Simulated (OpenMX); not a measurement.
# As under changes of volume

One of the cells (21.530 Å³/atom); the others are scaled copies at fixed shape and fractional positions:

```
As
1.0
     1.88080    1.08588    3.51406
    -1.88080    1.08588    3.51406
     0.00000   -2.17176    3.51406
As
2
Direct
  0.22600 0.22600 0.22600
  0.77400 0.77400 0.77400
```

```yaml
Program: OpenMX 3.8.5
Functional: PBE
Potentials_or_basis: OpenMX 2013 PBE set, As7.0-s3p2d2, fixed grid of 42 × 42 × 42 points
k_mesh: 9 × 9 × 9
Occupations: fermi-dirac, width 0.05 eV
Spin: no spin polarisation
```

```csv
volume (Å³/atom),energy over the lowest point (meV/atom),largest force (eV/Å)
20.239,108.25,1.772
20.669,77.47,1.505
21.100,52.56,1.360
21.530,32.77,1.235
21.961,17.60,0.989
22.392,?,?
22.822,0.00,0.781
```

Task: What does the run at 22.392 Å³/atom give?

Result: Energy over the lowest point 6.85 meV/atom; largest force 0.873 eV/Å.

Worked out: A Birch-Murnaghan fit of order 3 (a polynomial in V^(-2/3)) to the other rows has its minimum at 23.48 Å³/atom, just outside them, with B0 = V·E''(V) = 63 GPa and B' = 4.1 at fixed shape and positions, which overstates the stiffness. It gives 6.86 meV/atom at 22.392 Å³/atom, against the run's 6.85.

Energies are extrapolated to zero smearing.

Caveats: the basis has few d functions beyond the semicore shells, which can make volumes several per cent too large; the basis of atomic orbitals isn't converged, which shifts pressures, moduli and gaps; forces of over 1 eV/Å show positions far from the minimum, so gaps and moduli don't describe the material at rest (some runs).
